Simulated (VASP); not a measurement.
# Mg3Sb2 (P-3m1) in VASP: a series of runs

Aim: see how the results for Mg3Sb2 move with the level of theory and the settings. Levels: PBE, LDA, r2SCAN, TB-mBJ. Tasks: band structure.

Program: VASP 6.6.1. These are calculated values, not measurements. Logs are shortened: lines on timing, memory, paths and dates and some standing lists are left out, and cuts for length are marked.

### Step 1. The structure

The structure is trigonal, space group P-3m1 (No. 164). The conventional cell has a = 4.555 Å, b = 4.555 Å, c = 7.186 Å, α = 90.00°, β = 90.00°, γ = 120.00°. Mg (site symmetry 3m) is surrounded by 4 Sb at 2.83 to 2.94 Å and 3 Mg at 3.25 Å. Mg (site symmetry -3m) is surrounded by 6 Sb at 3.08 Å. Around Sb (site symmetry 3m) lie 7 Mg at 2.83 to 3.08 Å.

### Step 2. Band structure, PBE

Input file INCAR:

```
SYSTEM = Mg3Sb2
PREC     = Accurate       ! precision mode
ENCUT    = 520            ! plane-wave cutoff, eV
EDIFF    = 1E-7           ! SCF threshold, eV
ISMEAR   = 0              ! smearing method
SIGMA    = 0.03           ! smearing width, eV
LREAL    = .False.        ! projectors in reciprocal space
LASPH    = .True.         ! aspherical terms in the spheres
NELM     = 80             ! most SCF steps
ALGO     = Fast           ! electronic algorithm
ISIF     = 2              ! what is computed and relaxed
LWAVE    = .False.        ! write WAVECAR
LCHARG   = .False.        ! write CHGCAR
GGA      = PE             ! functional
NBANDS   = 16             ! bands
```

Input file KPOINTS:

```
Automatic mesh
0
Gamma
  9 9 5
  0 0 0
```

Input file POSCAR:

```
Mg3Sb2                                  
1.0
    4.5546491326     -0.0000000000      0.0000000000
   -2.2773245663      3.9444418541     -0.0000000000
    0.0000000000      0.0000000000      7.1860071754
  Mg              Sb            
     3     2
Direct
     0.3333333332999970    0.6666666667000030    0.6325098387269918
     0.6666666667000030    0.3333333332999970    0.3674901612730081
     1.0000000000000000    0.0000000000000000    0.0000000000000000
     0.3333333332999970    0.6666666667000030    0.2237411491358341
     0.6666666667000030    0.3333333332999970    0.7762588508641659
```

Input file KPOINTS_OPT:

```
explicit points
213
Reciprocal
 0.0000000000  0.0000000000  0.0000000000 1
 0.0357142857  0.0000000000  0.0000000000 1
 0.0714285714  0.0000000000  0.0000000000 1
 0.1071428571  0.0000000000  0.0000000000 1
 0.1428571429  0.0000000000  0.0000000000 1
 0.1785714286  0.0000000000  0.0000000000 1
[... 205 lines left out ...]
 0.5000000000  0.0000000000  0.0403521400 1
 0.5000000000  0.0000000000 -0.0403521400 1
```

Potentials or basis: VASP PAW PBE potentials, release 64 (Mg, Sb).

Started as:

```sh
cat potpaw_PBE.64/Mg/POTCAR potpaw_PBE.64/Sb/POTCAR > POTCAR
mpirun -np 1 vasp_std > vasp.out
```

OUTCAR:

```text
SYSTEM = Mg3Sb2
   PREC = Accurate
   ENCUT = 520
   EDIFF = 1E-7
   ISMEAR = 0
   LREAL = .False.
   LASPH = .True.
   NELM = 80
   ISIF = 2
   GGA = PE

 ion  position               nearest neighbor table
   1  0.333  0.667  0.633-   5 2.83   5 2.83   5 2.83   4 2.94   2 3.25   2 3.25   2 3.25
   2  0.667  0.333  0.367-   4 2.83   4 2.83   4 2.83   5 2.94   1 3.25   1 3.25   1 3.25
   3  0.000  0.000  0.000-   4 3.08   5 3.08   4 3.08   5 3.08   5 3.08   4 3.08
   4  0.333  0.667  0.224-   2 2.83   2 2.83   2 2.83   1 2.94   3 3.08   3 3.08   3 3.08
   5  0.667  0.333  0.776-   1 2.83   1 2.83   1 2.83   2 2.94   3 3.08   3 3.08   3 3.08

  LATTYP: Found a hexagonal cell.
 ALAT       =     4.5546491326
 C/A-ratio  =     1.5777301316

  Lattice vectors:

 A1 = (   4.5546491326,   0.0000000000,   0.0000000000)
 A2 = (  -2.2773245663,   3.9444418541,   0.0000000000)
 A3 = (   0.0000000000,   0.0000000000,   7.1860071754)

Analysis of symmetry for initial positions (statically):
=====================================================================
 Subroutine PRICEL returns:
 Original cell was already a primitive cell.

 Routine SETGRP: Setting up the symmetry group for a
 hexagonal supercell.

 Subroutine GETGRP returns: Found 12 space group operations
 (whereof 12 operations were pure point group operations)
 out of a pool of 24 trial point group operations.

The static configuration has the point symmetry D_3d.

Analysis of symmetry for dynamics (positions and initial velocities):
=====================================================================
 Subroutine PRICEL returns:
 Original cell was already a primitive cell.

 Routine SETGRP: Setting up the symmetry group for a
 hexagonal supercell.

 Subroutine GETGRP returns: Found 12 space group operations
 (whereof 12 operations were pure point group operations)
 out of a pool of 24 trial point group operations.

The dynamic configuration has the point symmetry D_3d.

 Subroutine INISYM returns: Found 12 space group operations
 (whereof 12 operations are pure point group operations),
 and found     1 'primitive' translations

----------------------------------------------------------------------------------------

                                     Primitive cell

  volume of cell :     129.1006

  direct lattice vectors                    reciprocal lattice vectors
     4.554649133  0.000000000  0.000000000     0.219555880  0.126760647  0.000000000
    -2.277324566  3.944441854  0.000000000     0.000000000  0.253521293  0.000000000
     0.000000000  0.000000000  7.186007175     0.000000000  0.000000000  0.139159338

  length of vectors
     4.554649133  4.554649133  7.186007175     0.253521293  0.253521293  0.139159338

  position of ions in fractional coordinates (direct lattice)
     0.333333333  0.666666667  0.632509839
     0.666666667  0.333333333  0.367490161
     0.000000000  0.000000000  0.000000000
     0.333333333  0.666666667  0.223741149
     0.666666667  0.333333333  0.776258851

  ion indices of the primitive-cell ions
   primitive index   ion index
                 1           1
                 2           2
                 3           3
                 4           4
                 5           5

----------------------------------------------------------------------------------------

 KPOINTS: Automatic mesh

Automatic generation of k-mesh.
 Grid dimensions read from file:
 generate k-points for:    9    9    5

 Generating k-lattice:

  Cartesian coordinates                     Fractional coordinates (reciprocal lattice)
     0.024395098  0.014084516  0.000000000     0.111111111  0.000000000  0.000000000
     0.000000000  0.028169033  0.000000000     0.000000000  0.111111111  0.000000000
     0.000000000  0.000000000  0.027831868     0.000000000  0.000000000  0.200000000

  Length of vectors
     0.028169033  0.028169033  0.027831868

  Shift w.r.t. Gamma in fractional coordinates (k-lattice)
     0.000000000  0.000000000  0.000000000

 Subroutine IBZKPT returns following result:
 ===========================================

 Found     50 irreducible k-points:

 Following reciprocal coordinates:
            Coordinates               Weight
  0.000000  0.000000  0.000000      1.000000
  0.111111  0.000000  0.000000      6.000000
  0.222222  0.000000  0.000000      6.000000
  0.333333  0.000000  0.000000      6.000000
  0.444444  0.000000  0.000000      6.000000
  0.111111  0.111111  0.000000      6.000000
[... 16 lines left out ...]
  0.222222  0.111111  0.200000     12.000000
 -0.111111  0.333333  0.200000     12.000000
 [... further k-points ...]
   k-points           NKPTS =     50   k-points in BZ     NKDIM =     50   number of bands    NBANDS=     16
   number of dos      NEDOS =    301   number of ions     NIONS =      5
   total plane-waves  NPLWV =  69984
   dimension x,y,z NGX =    36 NGY =   36 NGZ =   54
   dimension x,y,z NGXF=    72 NGYF=   72 NGZF=  108
   ions per type =               3   2
   NGX,Y,Z   is equivalent  to a cutoff of  13.14, 13.14, 12.49 a.u.
   NGXF,Y,Z  is equivalent  to a cutoff of  26.28, 26.28, 24.99 a.u.
 SYSTEM =  Mg3Sb2
   PREC   = accura    normal or accurate (medium, high low for compatibility)
   ISTART =      0    job   : 0-new  1-cont  2-samecut
   ICHARG =      2    charge: 1-file 2-atom 10-const
   ISPIN  =      1    spin polarized calculation?
   LNONCOLLINEAR =      F non collinear calculations
   LSORBIT =      F    spin-orbit coupling
   LASPH  =      T    aspherical Exc in radial PAW
   ENCUT  =  520.0 eV  38.22 Ry    6.18 a.u.   8.47  8.47 13.36*2*pi/ulx,y,z
   NELM   =     80;   NELMIN=  2; NELMDL= -5     # of ELM steps
   EDIFF  = 0.1E-06   stopping-criterion for ELM
   LREAL  =      F    real-space projection
   EDIFFG = 0.1E-05   stopping-criterion for IOM
   NSW    =      0    number of steps for IOM
   IBRION =     -1    ionic relax: 0-MD 1-quasi-New 2-CG
   NFREE  =      0    steps in history (QN), initial steepest desc. (CG)
   ISIF   =      2    stress and relaxation
   ISYM   =      2    0-nonsym 1-usesym 2-fastsym
   POTIM  = 0.5000    time-step for ionic-motion
   TEBEG  =    0.0;   TEEND  =   0.0 temperature during run
   PSTRESS=    0.0 pullay stress
   NELECT =      16.0000    total number of electrons
   NUPDOWN=      -1.0000    fix difference up-down
   EMIN   =  10.00;   EMAX   =-10.00  energy-range for DOS
   EFERMI =   0.00;   METHOD = LEGACY
   ISMEAR =     0;   SIGMA  =   0.03  broadening in eV -4-tet -1-fermi 0-gaus
   EFERMI_NEDOS =   21; number of points for ismear=-14 and -15
   IALGO  =     68    algorithm
   IMIX   =      4    mixing-type and parameters
     AMIX     =   0.40;   BMIX     =  1.00
     AMIX_MAG =   1.60;   BMIX_MAG =  1.00
  volume/ion in A,a.u.               =      25.82       174.24
  Fermi-wavevector in a.u.,A,eV,Ry     =   0.816217  1.542426  9.064332  0.666210
  Thomas-Fermi vector in A             =   1.926445
   LORBIT       =      0    0 simple, 1 ext, 2 COOP (PROOUT), +10 PAW based schemes
   GGA     = PE    functional components
   LHFCALC =     F    Hartree Fock is set to
   AEXX    =    0.0000 exact exchange contribution
   IVDW    =     0    specifies the selected vdW correction
   LEPSILON=     F    determine dielectric tensor
   LRPA    =     F    only Hartree local field effects (RPA)
 non-spin polarized calculation
 RMM-DIIS sequential band-by-band and
 Gauss-broadening in eV      SIGMA  =   0.03
  energy-cutoff  :      520.00
  volume of cell :      129.10
 maximum number of plane-waves:      3524
 NGX is ok and might be reduce to    36
   NGX = 17   NGY = 17   NGZ = 27

 number of electron      16.0000000 magnetization

 Free energy of the ion-electron system (eV)
  ---------------------------------------------------
  ext. energy  EPLUGINS =         0.00000000
  ---------------------------------------------------
  free energy    TOTEN  =       -14.63007155 eV

  energy without entropy =      -14.63007135  energy(sigma->0) =      -14.63007145

 E-fermi :   4.7098     XC(G=0):  -8.8474

 val. band max:        4.6360122550   @ k =   0.0000   0.0000   0.0000
 cond. band min:       4.7932993753   @ k =   0.0000   0.4444   0.4000
 fundamental gap:      0.1572871203
 Fermi energy:         4.7098416251

 k-point     1 :       0.0000    0.0000    0.0000
  band No.  band energies     occupation
      1      -5.7896      2.00000
      2      -4.4870      2.00000
      3      -0.3930      2.00000
      4       3.4742      2.00000
      5       3.4742      2.00000
      6       4.1963      2.00000
[... 8 lines left out ...]
     15       8.6727      0.00000
     16       9.6027      0.00000

 k-point     2 :       0.1111    0.0000    0.0000
  band No.  band energies     occupation
      1      -5.7027      2.00000
      2      -4.4362      2.00000
      3      -0.2853      2.00000
      4       2.6836      2.00000
      5       3.2275      2.00000
      6       3.4534      2.00000
[... 8 lines left out ...]
     15       8.7047      0.00000
     16       8.9063      0.00000

 k-point     3 :       0.2222    0.0000    0.0000
  band No.  band energies     occupation
      1      -5.4536      2.00000
      2      -4.3093      2.00000
      3       0.0298      2.00000
      4       1.4641      2.00000
      5       2.3672      2.00000
      6       2.8028      2.00000
[... 8 lines left out ...]
     15       8.9437      0.00000
     16       9.4914      0.00000

 k-point     4 :       0.3333    0.0000    0.0000
  band No.  band energies     occupation
      1      -5.0877      2.00000
      2      -4.1918      2.00000
      3       0.3787      2.00000
      4       0.6369      2.00000
      5       1.4374      2.00000
      6       2.4562      2.00000
[... 8 lines left out ...]
     15      10.0521      0.00000
     16      10.1342      0.00000
[... 324 lines left out ...]
 k-point    22 :       0.1111    0.1111    0.2000
  band No.  band energies     occupation
      1      -5.4544      2.00000
      2      -4.5008      2.00000
      3       0.2152      2.00000
      4       2.0988      2.00000
      5       2.1671      2.00000
      6       3.0192      2.00000
[... 8 lines left out ...]
     15       8.9179      0.00000
     16       9.3919      0.00000

 k-point    23 :       0.2222    0.1111    0.2000
  band No.  band energies     occupation
      1      -5.1507      2.00000
      2      -4.3428      2.00000
      3       0.4198      2.00000
      4       1.0777      2.00000
      5       1.5745      2.00000
      6       2.4133      2.00000
[... 8 lines left out ...]
     15       9.5440      0.00000
     16       9.9101      0.00000

 k-point    24 :      -0.1111    0.3333    0.2000
  band No.  band energies     occupation
      1      -5.1527      2.00000
      2      -4.3386      2.00000
      3       0.2962      2.00000
      4       1.3076      2.00000
      5       1.5406      2.00000
      6       2.4052      2.00000
[... 8 lines left out ...]
     15       9.6256      0.00000
     16      10.2576      0.00000

 [... further k-points ...]
[... 5 lines left out ...]
  --------------------------------------------------------------------------------------
  -------------------------------------------------------------------------------------
  Total        1.0950324      1.0950324      1.1177183     -0.0000000      0.0000000      0.0000000
  in kB       13.5896861     13.5896861     13.8712254     -0.0000000      0.0000000      0.0000000
  external PRESSURE =      13.6835325 kB  Pullay stress =       0.0000000 kB

 VOLUME and BASIS-vectors are now :
 -----------------------------------------------------------------------------
  energy-cutoff  :      520.00
  volume of cell :      129.10
      direct lattice vectors                 reciprocal lattice vectors
     4.554649133  0.000000000  0.000000000     0.219555880  0.126760647  0.000000000
    -2.277324566  3.944441854  0.000000000     0.000000000  0.253521293  0.000000000
     0.000000000  0.000000000  7.186007175     0.000000000  0.000000000  0.139159338

 POSITION                                       TOTAL-FORCE (eV/Angst)
 -----------------------------------------------------------------------------------
     -0.00000      2.62963      4.54522        -0.000000      0.000000     -0.024076
      2.27732      1.31481      2.64079         0.000000      0.000000      0.024076
      0.00000      0.00000      0.00000         0.000000      0.000000      0.000000
     -0.00000      2.62963      1.60781         0.000000      0.000000      0.005689
      2.27732      1.31481      5.57820         0.000000     -0.000000     -0.005689
 -----------------------------------------------------------------------------------
    total drift:                                0.000000     -0.000000      0.000000

  FREE ENERGIE OF THE ION-ELECTRON SYSTEM (eV)
  ---------------------------------------------------
  free  energy   TOTEN  =       -14.6300715530 eV

  energy  without entropy=      -14.6300713459  energy(sigma->0) =      -14.63007145
```

Wall time 2.5 min (1 thread of Intel Xeon 6975P-C (Granite Rapids), shared host); peak memory 0.37 GiB.

Results:

```
Free energy             : -14.6301 eV
Pressure                : 1.4 GPa
Largest force           : 0.024 eV/Å
Band gap on the k mesh  : 0.16 eV, indirect (least direct gap 1.14 eV)
Band gap along the path : 0.20 eV, indirect (least direct gap 1.14 eV)
```

Forces in eV/Å, atoms in the order of the input:
```
Mg   0.000  0.000 -0.024
Mg   0.000  0.000  0.024
Mg   0.000  0.000  0.000
Sb   0.000  0.000  0.006
Sb   0.000  0.000 -0.006
```

Levels at the corners of the path, in eV from the valence-band top:
```tsv
point	band 4	band 5	band 6	band 7	band 8	band 9	band 10	band 11	band 12	band 13
Γ	-1.16	-1.16	-0.44	-0.44	0.00	1.14	1.18	3.00	3.00	3.80
M	-3.85	-3.34	-2.39	-2.27	-0.93	0.31	1.94	2.13	2.75	5.00
M	-3.85	-3.34	-2.39	-2.27	-0.93	0.31	1.94	2.13	2.75	5.00
K	-3.68	-3.68	-2.65	-2.65	-2.59	0.21	4.13	4.20	4.20	5.03
K	-3.68	-3.68	-2.65	-2.65	-2.59	0.21	4.13	4.20	4.20	5.03
Γ	-1.16	-1.16	-0.44	-0.44	0.00	1.14	1.18	3.00	3.00	3.80
Γ	-1.16	-1.16	-0.44	-0.44	0.00	1.14	1.18	3.00	3.00	3.80
A	-3.08	-0.82	-0.82	-0.80	-0.80	1.73	1.86	2.64	2.64	3.50
A	-3.08	-0.82	-0.82	-0.80	-0.80	1.73	1.86	2.64	2.64	3.50
L	-4.68	-1.96	-1.72	-1.68	-1.58	0.45	1.27	1.70	2.12	4.53
L	-4.68	-1.96	-1.72	-1.68	-1.58	0.45	1.27	1.70	2.12	4.53
H	-4.41	-4.12	-3.40	-1.02	-1.02	1.74	1.74	2.49	2.58	4.80
H	-4.41	-4.12	-3.40	-1.02	-1.02	1.74	1.74	2.49	2.58	4.80
A	-3.08	-0.82	-0.82	-0.80	-0.80	1.73	1.86	2.64	2.64	3.50
L	-4.68	-1.96	-1.72	-1.68	-1.58	0.45	1.27	1.70	2.12	4.53
M	-3.85	-3.34	-2.39	-2.27	-0.93	0.31	1.94	2.13	2.75	5.00
K	-3.68	-3.68	-2.65	-2.65	-2.59	0.21	4.13	4.20	4.20	5.03
H	-4.41	-4.12	-3.40	-1.02	-1.02	1.74	1.74	2.49	2.58	4.80
```

Caveat: spin-orbit coupling is left out, which moves the levels of the heavy elements.

### Step 3. Band structure, LDA

Changes to INCAR since step 2:

```diff
@@ -13,3 +13,2 @@
 LCHARG   = .False.        ! write CHGCAR
-GGA      = PE             ! functional
 NBANDS   = 16             ! bands
```

KPOINTS is that of step 2.

POSCAR is that of step 2.

KPOINTS_OPT is that of step 2.

Potentials or basis: VASP PAW LDA potentials, release 64 (Mg, Sb).

Started as:

```sh
cat potpaw_LDA.64/Mg/POTCAR potpaw_LDA.64/Sb/POTCAR > POTCAR
mpirun -np 1 vasp_std > vasp.out
```

It took 2.3 min on 1 thread of Intel Xeon 6975P-C (Granite Rapids), shared host; peak memory 0.31 GiB.

The run converged. Its results:

| Property | Result |
| --- | --- |
| Free energy | -17.0695 eV |
| Pressure | -1.7 GPa |
| Largest force | 0.092 eV/Å |
| Band gap on the k mesh | 0.11 eV, indirect (least direct gap 1.02 eV) |
| Band gap along the path | 0.15 eV, indirect (least direct gap 1.02 eV) |

Forces on the atoms (eV/Å):
```
Mg   0.000  0.000  0.000
Mg   0.000  0.000  0.000
Mg   0.000  0.000  0.000
Sb   0.000  0.000  0.092
Sb   0.000  0.000 -0.092
```

Stress tensor (GPa, compression positive):
```
-1.74  0.00  0.00
 0.00 -1.74  0.00
 0.00  0.00 -1.53
```

Levels at the corners of the path, in eV from the valence-band top:
```tsv
point	band 5	band 6	band 7	band 8	band 9	band 10	band 11	band 12
Γ	-1.15	-0.43	-0.43	0.00	1.02	1.13	3.00	3.00
M	-3.32	-2.37	-2.26	-0.92	0.28	1.91	2.12	2.76
M	-3.32	-2.37	-2.26	-0.92	0.28	1.91	2.12	2.76
K	-3.68	-2.63	-2.63	-2.57	0.19	4.10	4.15	4.15
K	-3.68	-2.63	-2.63	-2.57	0.19	4.10	4.15	4.15
Γ	-1.15	-0.43	-0.43	0.00	1.02	1.13	3.00	3.00
Γ	-1.15	-0.43	-0.43	0.00	1.02	1.13	3.00	3.00
A	-0.81	-0.81	-0.79	-0.79	1.70	1.78	2.65	2.65
A	-0.81	-0.81	-0.79	-0.79	1.70	1.78	2.65	2.65
L	-1.94	-1.72	-1.66	-1.57	0.40	1.26	1.66	2.14
L	-1.94	-1.72	-1.66	-1.57	0.40	1.26	1.66	2.14
H	-4.11	-3.38	-1.01	-1.01	1.71	1.71	2.49	2.52
H	-4.11	-3.38	-1.01	-1.01	1.71	1.71	2.49	2.52
A	-0.81	-0.81	-0.79	-0.79	1.70	1.78	2.65	2.65
L	-1.94	-1.72	-1.66	-1.57	0.40	1.26	1.66	2.14
M	-3.32	-2.37	-2.26	-0.92	0.28	1.91	2.12	2.76
K	-3.68	-2.63	-2.63	-2.57	0.19	4.10	4.15	4.15
H	-4.11	-3.38	-1.01	-1.01	1.71	1.71	2.49	2.52
```

Caveat: spin-orbit coupling is left out, which moves the levels of the heavy elements.

[end of part 1 of 3]
